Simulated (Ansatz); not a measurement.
Crystal: TiTe2.

```
Ti Te
1.0
     3.02557    0.00000    0.00000
     0.00000    3.02557    0.00000
     0.00000    0.00000    9.30163
Ti Te
1 2
Direct
  0.00000 0.00000 0.00000
  0.00000 0.00000 0.29431
  0.00000 0.00000 0.70569
```

The cell was built by a generator and needn't be a form met in nature.

Base run:

- Program: Ansatz 0.2.0
- Functional: LDA
- Potentials or basis: Ansatz PAW
- Cutoff: 420 eV
- Density cutoff: 1680 eV
- k mesh: 9 × 9 × 3
- Occupations: fermi-dirac, width 0.05 eV
- Spin: no spin polarisation
- Hubbard terms: Ti d U = 4 eV

Its results: band gap on the k mesh none (metal or under the smearing width); pressure 3.4 GPa; largest force 0.176 eV/Å.

The run is repeated on the same cell with these changes: hubbard terms from Ti d U = 4 eV to none; hubbard projectors from ortho-atomic (the default) to none. What comes out?

Band gap on the k mesh none (metal or under the smearing width); pressure -1.4 GPa; largest force 0.211 eV/Å.

Caveats: the PAW data sets come from PBE, with cores solved anew for the run's functional, which leaves a small shift of forces and pressure; U without spin polarisation on a metal has little footing (some runs); the U is typed as a test and isn't derived for this compound (some runs).

Not every run made on this cell is shown here.
